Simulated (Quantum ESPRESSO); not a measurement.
TiTe:

```xyz
4
Lattice="3.8420 0.0000 0.0000 -1.9210 3.3273 0.0000 0.0000 0.0000 6.4030" Properties=species:S:1:pos:R:3 pbc="T T T"
Te    1.9210    1.1091    4.8022
Te    0.0000    2.2182    1.6007
Ti    0.0000    0.0000    3.2015
Ti    0.0000    0.0000    0.0000
```

- Program: Quantum ESPRESSO 7.5
- Task: single point
- Functional: PBEsol
- Potentials or basis: GBRV 1.5 PBEsol
- Cutoff: 612 eV
- Density cutoff: 4898 eV
- k mesh: 8 × 8 × 4
- Occupations: fermi-dirac, width 0.05 eV
- Spin: no spin polarisation

On this cell: pressure 3.7 GPa; largest force under 0.003 eV/Å; band gap on the k mesh none (metal or under the smearing width).

The same run follows on a disturbed copy (atoms moved at random, drawn with an rms of 0.05 Å):

```xyz
4
Lattice="3.8420 0.0000 0.0000 -1.9210 3.3273 0.0000 0.0000 0.0000 6.4030" Properties=species:S:1:pos:R:3 pbc="T T T"
Te    1.9648    1.1090    4.8434
Te    0.0249    2.2165    1.5773
Ti    0.0152    0.0111    3.1929
Ti   -0.0356   -0.0064    0.0083
```

What does the disturbed cell give?

The energy (extrapolated to zero smearing) moves by +9.9 meV/atom; pressure 4.0 GPa; largest force 0.683 eV/Å; band gap on the k mesh none (metal or under the smearing width).

Forces on the atoms (eV/Å):
```
Te  -0.428  0.042 -0.530
Te  -0.247  0.010  0.410
Ti   0.055 -0.106  0.149
Ti   0.621  0.054 -0.029
```

Stress tensor (GPa, compression positive):
```
 2.27 -0.30  0.03
-0.30  2.24 -0.15
 0.03 -0.15  7.34
```
